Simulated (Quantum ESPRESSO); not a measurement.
# Sn (I4_1/amd) in Quantum ESPRESSO: equation of state

How stiff is Sn in PBEsol, and what volume does it want? The cell is scaled to several volumes.

All numbers are computed with Quantum ESPRESSO 7.5; they aren't measurements. Logs are shortened: lines on timing, memory, paths and dates and some standing lists are left out, and cuts for length are marked.

**1. Starting point**

Symmetry: I4_1/amd, No. 141, tetragonal system. Conventional cell: a = 5.880 Å, b = 5.880 Å, c = 3.199 Å, α = 90.00°, β = 90.00°, γ = 90.00°. Around Sn (site symmetry -4m2) lie 6 Sn at 3.05 to 3.20 Å.

**2. Single point, PBEsol, 25.99 Å³/atom**

Contents of pw.in:

```
&CONTROL
  calculation = 'scf'
  prefix = 'pwscf'
  outdir = './tmp'
  pseudo_dir = './pseudo'
  tprnfor = .true.
  tstress = .true.
  disk_io = 'nowf'
/
&SYSTEM
  ibrav = 0
  nat = 2
  ntyp = 1
  ecutwfc = 68
  ecutrho = 544
  nbnd = 21
  occupations = 'smearing'
  smearing = 'fd'
  degauss = 0.00367493
/
&ELECTRONS
  conv_thr = 4d-10
  electron_maxstep = 120
  mixing_beta = 0.5
/
ATOMIC_SPECIES
Sn   118.7100 sn_pbesol_v1.4.uspp.F.UPF
CELL_PARAMETERS angstrom
  -2.8801207477    2.8801207477    1.5666540120
   2.8801207477   -2.8801207477    1.5666540120
   2.8801207477    2.8801207477   -1.5666540120
ATOMIC_POSITIONS crystal
Sn     0.0000000000    0.0000000000    0.0000000000
Sn     0.7500000000    0.2500000000    0.5000000000
K_POINTS automatic
9 9 9 0 0 0
```

Potentials or basis: GBRV 1.5 PBEsol.

The run is started by

```sh
$ OMP_NUM_THREADS=1 mpirun -n 2 pw.x -nk 2 -in pw.in > pw.out
```

pw.out:

```text
This program is part of the open-source Quantum ESPRESSO suite
     for quantum simulation of materials; please cite
[... 6 lines left out ...]
     using ibrav=0 with symmetry is DISCOURAGED, use correct ibrav instead

     K-points division:     npool     =       2
     Subspace diagonalization in iterative solution of the eigenvalue problem:
     a serial algorithm will be used

     G-vector sticks info
     --------------------
     sticks:   dense  smooth     PW     G-vecs:    dense   smooth      PW
     Sum        1965     983    307                75101    26631    4577

     Using Slab Decomposition

     bravais-lattice index     =            0
     lattice parameter (alat)  =       8.2468  a.u.
     unit-cell volume          =     350.7931 (a.u.)^3
     number of atoms/cell      =            2
     number of atomic types    =            1
     number of electrons       =        28.00
     number of Kohn-Sham states=           21
     kinetic-energy cutoff     =      68.0000  Ry
     charge density cutoff     =     544.0000  Ry
     scf convergence threshold =      4.0E-10
     mixing beta               =       0.5000
     number of iterations used =            8  plain     mixing
     Exchange-correlation= SLA  PW   PSX  PSC
                           (   1   4  10   8   0   0   0)

     celldm(1)=   8.246786  celldm(2)=   0.000000  celldm(3)=   0.000000
     celldm(4)=   0.000000  celldm(5)=   0.000000  celldm(6)=   0.000000

     crystal axes: (cart. coord. in units of alat)
               a(1) = (  -0.659971   0.659971   0.358994 )
               a(2) = (   0.659971  -0.659971   0.358994 )
               a(3) = (   0.659971   0.659971  -0.358994 )

     reciprocal axes: (cart. coord. in units 2 pi/alat)
               b(1) = (  0.000000  0.757609  1.392781 )
               b(2) = (  0.757609  0.000000  1.392781 )
               b(3) = (  0.757609  0.757609  0.000000 )

     PseudoPot. # 1 for Sn read from file:
     sn_pbesol_v1.4.uspp.F.UPF
     Pseudo is Ultrasoft + core correction, Zval = 14.0
     Generated by new atomic code, or converted to UPF format
     Using radial grid of  891 points,  6 beta functions with:
                l(1) =   0
                l(2) =   0
                l(3) =   1
                l(4) =   1
                l(5) =   2
                l(6) =   2
     Q(r) pseudized with  8 coefficients,  rinner =    1.350   1.350   1.350
                                                       1.350   1.350

     atomic species   valence    mass     pseudopotential
     Sn               14.00   118.71000     Sn( 1.00)

     16 Sym. Ops., with inversion, found ( 8 have fractional translation)

   Cartesian axes

     site n.     atom                  positions (alat units)
         1        Sn     tau(   1) = (   0.0000000   0.0000000   0.0000000  )
         2        Sn     tau(   2) = (   0.0000000   0.6599709   0.1794970  )

     number of k points=    75  Fermi-Dirac smearing, width (Ry)=  0.0037
                       cart. coord. in units 2pi/alat
        k(    1) = (   0.0000000   0.0000000   0.0000000), wk =   0.0027435
        k(    2) = (   0.0841788   0.0841788   0.0000000), wk =   0.0109739
        k(    3) = (   0.1683576   0.1683576   0.0000000), wk =   0.0109739
        k(    4) = (   0.2525364   0.2525364   0.0000000), wk =   0.0109739
        k(    5) = (   0.3367152   0.3367152   0.0000000), wk =   0.0109739
        k(    6) = (   0.0841788   0.0000000   0.1547534), wk =   0.0219479
[... 67 lines left out ...]
        k(   74) = (  -0.0000000  -0.0000000   1.2380274), wk =   0.0054870
        k(   75) = (   0.0000000   0.6734303   0.0000000), wk =   0.0109739

     Dense  grid:    75101 G-vectors     FFT dimensions: (  64,  64,  64)

     Smooth grid:    26631 G-vectors     FFT dimensions: (  48,  48,  48)

     Initial potential from superposition of free atoms

     starting charge      25.9999, renormalised to      28.0000
     Starting wfcs are   18 randomized atomic wfcs +    3 random wfcs

     Self-consistent Calculation

     iteration #  1     ecut=    68.00 Ry     beta= 0.50
     Davidson diagonalization with overlap
     ethr =  1.00E-02,  avg # of iterations =  8.5

     total energy              =    -317.32882129 Ry
     estimated scf accuracy    <       2.27055596 Ry

     iteration #  2     ecut=    68.00 Ry     beta= 0.50
     Davidson diagonalization with overlap
     ethr =  8.11E-03,  avg # of iterations =  2.0

     total energy              =    -317.83180140 Ry
     estimated scf accuracy    <       0.02236970 Ry

     iteration #  3     ecut=    68.00 Ry     beta= 0.50
     Davidson diagonalization with overlap
     ethr =  7.99E-05,  avg # of iterations =  5.7
[... 43 lines left out ...]
     total energy              =    -317.83985458 Ry
     estimated scf accuracy    <          6.3E-09 Ry

     iteration # 10     ecut=    68.00 Ry     beta= 0.50
     Davidson diagonalization with overlap
     ethr =  2.27E-11,  avg # of iterations =  2.0

     total energy              =    -317.83985458 Ry
     estimated scf accuracy    <          1.5E-09 Ry

     iteration # 11     ecut=    68.00 Ry     beta= 0.50
     Davidson diagonalization with overlap
     ethr =  5.28E-12,  avg # of iterations =  2.2

     End of self-consistent calculation

          k = 0.0000 0.0000 0.0000 (  3347 PWs)   bands (ev):

   -10.3923 -10.2949 -10.2521 -10.2352 -10.0607 -10.0607 -10.0486 -10.0486
    -9.9511  -9.8291  -0.2158   7.7164   9.1612   9.1612  14.1461  17.7061
    17.7061  18.4282  18.5257  21.3137  21.9976

          k = 0.0842 0.0842 0.0000 (  3318 PWs)   bands (ev):

   -10.3807 -10.2970 -10.2431 -10.2413 -10.0663 -10.0544 -10.0456 -10.0443
    -9.9581  -9.8410  -0.1004   6.7406   9.2998   9.9064  14.6898  16.7367
    17.0745  18.3526  18.4820  21.8622  22.0391

          k = 0.1684 0.1684 0.0000 (  3318 PWs)   bands (ev):

   -10.3471 -10.3014 -10.2593 -10.2137 -10.0846 -10.0402 -10.0395 -10.0320
    -9.9776  -9.8729   0.2457   5.2791   9.7115  10.7942  15.2382  15.8323
    16.2014  17.9943  18.1450  21.5134  21.6657
[... 229 lines left out ...]
          k =-0.6734-0.2525-0.4643 (  3323 PWs)   bands (ev):

   -10.2876 -10.2133 -10.1741 -10.1522 -10.1150 -10.1015 -10.0380 -10.0253
    -9.9749  -9.9306   3.5867   5.2719   8.2142   9.0801  10.8948  13.0820
    16.3102  17.8648  20.7040  21.1326  21.6805

          k =-0.5893-0.1684-0.4643 (  3337 PWs)   bands (ev):

   -10.2893 -10.2135 -10.1493 -10.1416 -10.1307 -10.0802 -10.0769 -10.0305
    -9.9725  -9.9278   4.2260   4.5823   8.0381   9.6314  10.0481  13.1078
    17.5227  17.5443  20.4328  20.4378  22.8489

          k =-0.0000 0.3367-0.3095 (  3313 PWs)   bands (ev):

   -10.3106 -10.2164 -10.2069 -10.1793 -10.1079 -10.0752 -10.0529 -10.0204
   -10.0010  -9.9131   1.4922   5.6912   8.3195  11.4698  13.0186  14.3093
    15.2054  16.8917  18.2991  20.5920  20.9024

          k = 0.0842 0.4209-0.3095 (  3323 PWs)   bands (ev):

   -10.2833 -10.2275 -10.2089 -10.1542 -10.1046 -10.0862 -10.0434 -10.0231
   -10.0062  -9.9446   2.0596   4.8495   8.2992  10.7105  11.9566  14.7904
    16.1766  17.6693  19.6318  20.4920  22.3688

          k =-0.5893-0.2525-0.3095 (  3313 PWs)   bands (ev):

   -10.2706 -10.2368 -10.1827 -10.1427 -10.1208 -10.0674 -10.0499 -10.0425
   -10.0087  -9.9586   2.8372   3.8042   8.8710   9.8028  11.4664  14.8163
    17.1287  17.8901  20.2694  21.7339  22.5642

          k = 0.0000 0.2525-0.1548 (  3327 PWs)   bands (ev):
[... 11 lines left out ...]
          k = 0.1684 0.4209-0.1548 (  3310 PWs)   bands (ev):

   -10.2904 -10.2692 -10.2375 -10.1393 -10.1292 -10.0601 -10.0334 -10.0271
   -10.0009  -9.9528   1.6487   3.6387   8.7629  10.8083  14.3351  14.9715
    16.6641  17.4669  20.0053  21.9048  22.9597

          k =-0.5051-0.2525-0.1548 (  3314 PWs)   bands (ev):

   -10.2821 -10.2807 -10.1875 -10.1813 -10.1030 -10.0802 -10.0298 -10.0288
    -9.9909  -9.9749   2.5333   2.5684   9.6100   9.7110  14.3157  15.6002
    16.0472  17.2530  22.0218  22.2767  22.7517

          k =-0.0000 0.1684-0.0000 (  3307 PWs)   bands (ev):

   -10.3697 -10.2981 -10.2488 -10.2326 -10.0603 -10.0597 -10.0494 -10.0345
    -9.9646  -9.8527   0.0151   6.3694   8.5770  11.0168  15.1231  15.2833
    17.9647  18.1829  18.2338  21.8333  22.0855

          k = 0.0842 0.2525-0.0000 (  3320 PWs)   bands (ev):

   -10.3391 -10.2994 -10.2644 -10.2057 -10.0780 -10.0472 -10.0452 -10.0218
    -9.9829  -9.8841   0.3615   5.2649   8.5286  12.1813  13.6749  16.4540
    17.3398  17.8340  18.0094  21.8477  21.9798

          k = 0.1684 0.3367-0.0000 (  3319 PWs)   bands (ev):

   -10.3106 -10.2818 -10.2797 -10.1657 -10.1114 -10.0467 -10.0295 -10.0122
   -10.0020  -9.9245   0.9380   3.9606   9.0339  12.2036  13.1308  16.2291
    17.5213  17.6366  18.5214  21.5941  21.6820

          k = 0.2525 0.4209-0.0000 (  3328 PWs)   bands (ev):
[... 35 lines left out ...]
          k = 0.0000 0.5051-0.3095 (  3320 PWs)   bands (ev):

   -10.2720 -10.2354 -10.1817 -10.1439 -10.0965 -10.0770 -10.0618 -10.0310
   -10.0160  -9.9661   2.6106   4.7774   7.5040   9.5574  11.1987  15.7715
    17.8784  18.0333  20.9213  21.6595  22.8129

          k =-0.6734-0.1684-0.3095 (  3328 PWs)   bands (ev):

   -10.2708 -10.2358 -10.1442 -10.1271 -10.1071 -10.0830 -10.0702 -10.0420
   -10.0278  -9.9732   3.3379   4.1789   7.6582   8.4678  10.8740  16.1424
    18.8354  18.9797  21.1946  21.7747  23.0775

          k =-0.0000 0.4209-0.1548 (  3327 PWs)   bands (ev):

   -10.2990 -10.2664 -10.2437 -10.1536 -10.0736 -10.0723 -10.0585 -10.0171
   -10.0066  -9.9504   1.4197   4.6532   7.2837  10.5897  14.2209  15.7025
    17.7914  18.6778  19.2253  21.6368  22.4196

          k = 0.0842 0.5051-0.1548 (  3316 PWs)   bands (ev):

   -10.2922 -10.2782 -10.2017 -10.1249 -10.1038 -10.0646 -10.0502 -10.0353
   -10.0062  -9.9828   2.0943   3.9137   7.3656   9.2242  13.9207  16.9618
    18.0220  19.0750  20.5683  21.8907  22.6017

          k =-0.5893-0.1684-0.1548 (  3316 PWs)   bands (ev):

   -10.2874 -10.2855 -10.1575 -10.1453 -10.1027 -10.0695 -10.0458 -10.0407
   -10.0122  -9.9926   2.9258   2.9880   8.0825   8.1486  13.8132  17.5086
    18.2622  18.5588  21.7902  22.3532  23.1526

          k = 0.0000 0.3367 0.0000 (  3334 PWs)   bands (ev):
[... 29 lines left out ...]
          k = 0.0000 0.5893-0.1548 (  3335 PWs)   bands (ev):

   -10.2910 -10.2845 -10.1596 -10.1088 -10.0843 -10.0691 -10.0633 -10.0434
   -10.0269 -10.0087   2.7290   3.9754   6.6259   7.8908  13.5973  18.3472
    19.1372  20.1919  21.7241  22.2493  22.9364

          k =-0.6734-0.0842-0.1548 (  3325 PWs)   bands (ev):

   -10.2895 -10.2874 -10.1253 -10.1045 -10.0990 -10.0629 -10.0613 -10.0513
   -10.0368 -10.0214   3.4143   3.5105   6.9039   6.9311  13.4873  18.5898
    20.1053  20.1972  22.1840  22.7034  23.5959

          k =-0.0000 0.5051-0.0000 (  3324 PWs)   bands (ev):

   -10.3130 -10.2989 -10.2081 -10.1245 -10.0797 -10.0598 -10.0551 -10.0306
   -10.0062  -9.9865   1.8452   4.0788   6.7006   8.9939  16.6196  16.8537
    17.4342  19.8095  20.1455  23.1488  23.3577

          k = 0.0842 0.5893-0.0000 (  3323 PWs)   bands (ev):

   -10.3103 -10.3057 -10.1596 -10.1119 -10.0959 -10.0722 -10.0416 -10.0361
   -10.0154 -10.0133   2.5985   3.4491   6.8881   7.7589  16.6407  16.6733
    18.6498  19.5969  22.0145  23.4838  23.5821

          k =-0.0000-0.0000 1.2380 (  3312 PWs)   bands (ev):

   -10.2899 -10.2877 -10.1058 -10.0958 -10.0729 -10.0729 -10.0572 -10.0536
   -10.0517 -10.0517   3.6902   3.8118   6.3969   6.3969  13.3771  18.8691
    20.8950  20.8950  22.8864  23.2669  23.2669

          k = 0.0000 0.6734 0.0000 (  3328 PWs)   bands (ev):

   -10.3101 -10.3086 -10.1197 -10.0921 -10.0836 -10.0744 -10.0561 -10.0423
   -10.0388 -10.0362   3.2248   3.6308   6.2463   6.6591  16.5125  16.5192
    20.3617  20.8665  23.2146  24.0000  24.5414

     the Fermi energy is    11.2805 ev

!    total energy              =    -317.83985458 Ry
     estimated scf accuracy    <          2.6E-10 Ry
     smearing contrib. (-TS)   =      -0.00054331 Ry
     internal energy E=F+TS    =    -317.83931127 Ry

     The total energy is F=E-TS. E is the sum of the following terms:
     one-electron contribution =    -106.83408808 Ry
     hartree contribution      =      74.33505802 Ry
     xc contribution           =     -85.17889045 Ry
     ewald contribution        =    -200.16139076 Ry

     convergence has been achieved in  11 iterations

     Forces acting on atoms (cartesian axes, Ry/au):

     atom    1 type  1   force =     0.00000000    0.00000000    0.00000000
     atom    2 type  1   force =    -0.00000000   -0.00000000   -0.00000000

     Total force =     0.000000     Total SCF correction =     0.000000

     Computing stress (Cartesian axis) and pressure

          total   stress  (Ry/bohr**3)                   (kbar)     P=       18.30
   0.00014118  -0.00000000   0.00000000           20.77       -0.00        0.00
  -0.00000000   0.00014118  -0.00000000           -0.00       20.77       -0.00
   0.00000000  -0.00000000   0.00009088            0.00       -0.00       13.37

=------------------------------------------------------------------------------=
   JOB DONE.
=------------------------------------------------------------------------------=
```

Wall time 69 s (2 MPI ranks of Arm Neoverse V2, shared host); peak memory 0.46 GiB.

What came out:

- Free energy: -4324.4315 eV
- Pressure: 1.8 GPa
- Band gap on the k mesh: none (metal or under the smearing width)

**3. Single point, PBEsol, 26.54 Å³/atom**

Changes to pw.in since step 2:

```diff
@@ -28,5 +28,5 @@
 CELL_PARAMETERS angstrom
-  -2.8801207477    2.8801207477    1.5666540120
-   2.8801207477   -2.8801207477    1.5666540120
-   2.8801207477    2.8801207477   -1.5666540120
+  -2.9004039564    2.9004039564    1.5776871502
+   2.9004039564   -2.9004039564    1.5776871502
+   2.9004039564    2.9004039564   -1.5776871502
 ATOMIC_POSITIONS crystal
```

Potentials or basis: GBRV 1.5 PBEsol.

The run is started by

```sh
$ OMP_NUM_THREADS=1 mpirun -n 2 pw.x -nk 2 -in pw.in > pw.out
```

It took 69 s on 2 MPI ranks of Arm Neoverse V2, shared host; peak memory 0.46 GiB.

Results (log left out):

* Free energy: -4324.4409 eV
* Pressure: 0.5 GPa
* Band gap on the k mesh: none (metal or under the smearing width)

**4. Single point, PBEsol, 27.10 Å³/atom**

Changes to pw.in since step 3:

```diff
@@ -28,5 +28,5 @@
 CELL_PARAMETERS angstrom
-  -2.9004039564    2.9004039564    1.5776871502
-   2.9004039564   -2.9004039564    1.5776871502
-   2.9004039564    2.9004039564   -1.5776871502
+  -2.9204073745    2.9204073745    1.5885680951
+   2.9204073745   -2.9204073745    1.5885680951
+   2.9204073745    2.9204073745   -1.5885680951
 ATOMIC_POSITIONS crystal
```

The run is started by

```sh
$ OMP_NUM_THREADS=1 mpirun -n 2 pw.x -nk 2 -in pw.in > pw.out
```

Wall time 73 s (2 MPI ranks of Arm Neoverse V2, shared host); peak memory 0.48 GiB.

It converged, with:

```
Free energy            : -4324.4417 eV
Pressure               : -0.7 GPa
Band gap on the k mesh : none (metal or under the smearing width)
```

**5. Single point, PBEsol, 27.65 Å³/atom**

Changes to pw.in since step 4:

```diff
@@ -28,5 +28,5 @@
 CELL_PARAMETERS angstrom
-  -2.9204073745    2.9204073745    1.5885680951
-   2.9204073745   -2.9204073745    1.5885680951
-   2.9204073745    2.9204073745   -1.5885680951
+  -2.9401404553    2.9401404553    1.5993019889
+   2.9401404553   -2.9401404553    1.5993019889
+   2.9401404553    2.9401404553   -1.5993019889
 ATOMIC_POSITIONS crystal
```

The run is started by

```sh
$ OMP_NUM_THREADS=1 mpirun -n 2 pw.x -nk 2 -in pw.in > pw.out
```

It took 70 s on 2 MPI ranks of Arm Neoverse V2, shared host; peak memory 0.48 GiB.

The run converged. Its results:

```yaml
Free_energy: -4324.4350 eV
Pressure: -1.7 GPa
Band_gap_on_the_k_mesh: none (metal or under the smearing width)
```

**6. Single point, PBEsol, 28.20 Å³/atom**

Changes to pw.in since step 5:

```diff
@@ -28,5 +28,5 @@
 CELL_PARAMETERS angstrom
-  -2.9401404553    2.9401404553    1.5993019889
-   2.9401404553   -2.9401404553    1.5993019889
-   2.9401404553    2.9401404553   -1.5993019889
+  -2.9596121516    2.9596121516    1.6098937015
+   2.9596121516   -2.9596121516    1.6098937015
+   2.9596121516    2.9596121516   -1.6098937015
 ATOMIC_POSITIONS crystal
```

Potentials or basis: GBRV 1.5 PBEsol.

The run is started by

```sh
$ OMP_NUM_THREADS=1 mpirun -n 2 pw.x -nk 2 -in pw.in > pw.out
```

Run time: 72 s. Hardware: 2 MPI ranks of Arm Neoverse V2, shared host; peak memory 0.5 GiB.

The run converged. Its results:

```yaml
Free_energy: -4324.4214 eV
Pressure: -2.6 GPa
Band_gap_on_the_k_mesh: none (metal or under the smearing width)
```

**7. Single point, PBEsol, 28.76 Å³/atom**

Changes to pw.in since step 6:

```diff
@@ -28,5 +28,5 @@
 CELL_PARAMETERS angstrom
-  -2.9596121516    2.9596121516    1.6098937015
-   2.9596121516   -2.9596121516    1.6098937015
-   2.9596121516    2.9596121516   -1.6098937015
+  -2.9788309508    2.9788309508    1.6203478496
+   2.9788309508   -2.9788309508    1.6203478496
+   2.9788309508    2.9788309508   -1.6203478496
 ATOMIC_POSITIONS crystal
```

The run is started by

```sh
$ OMP_NUM_THREADS=1 mpirun -n 2 pw.x -nk 2 -in pw.in > pw.out
```

Wall time 73 s (2 MPI ranks of Arm Neoverse V2, shared host); peak memory 0.5 GiB.

It converged, with:

- Free energy: -4324.4018 eV
- Pressure: -3.4 GPa
- Band gap on the k mesh: none (metal or under the smearing width)

**8. Single point, PBEsol, 29.31 Å³/atom**

Changes to pw.in since step 7:

```diff
@@ -28,5 +28,5 @@
 CELL_PARAMETERS angstrom
-  -2.9788309508    2.9788309508    1.6203478496
-   2.9788309508   -2.9788309508    1.6203478496
-   2.9788309508    2.9788309508   -1.6203478496
+  -2.9978049079    2.9978049079    1.6306688148
+   2.9978049079   -2.9978049079    1.6306688148
+   2.9978049079    2.9978049079   -1.6306688148
 ATOMIC_POSITIONS crystal
```

The run is started by

```sh
$ OMP_NUM_THREADS=1 mpirun -n 2 pw.x -nk 2 -in pw.in > pw.out
```

It took 77 s on 2 MPI ranks of Arm Neoverse V2, shared host; peak memory 0.5 GiB.

It converged, with:

```yaml
Free_energy: -4324.3769 eV
Pressure: -4.1 GPa
Band_gap_on_the_k_mesh: none (metal or under the smearing width)
```

**9. Equation of state, PBEsol**

Potentials or basis: GBRV 1.5 PBEsol.

No new run: the results of the series are fitted here.

What came out:

- Equilibrium volume: 26.88 Å³/atom
- Bulk modulus at fixed shape and positions: 56 GPa
- Pressure derivative of the bulk modulus: 4.6

Energy against volume, from the lowest point:
| volume (Å³/atom) | energy (meV/atom) |
| --- | --- |
| 25.991 | 5.09 |
| 26.544 | 0.41 |
| 27.097 | 0.00 |
| 27.650 | 3.37 |
| 28.203 | 10.16 |
| 28.756 | 19.93 |
| 29.309 | 32.39 |

Caveat: the cell was scaled at fixed shape and fractional positions, which overstates the stiffness of a crystal with free parameters, most of all of layers and chains.
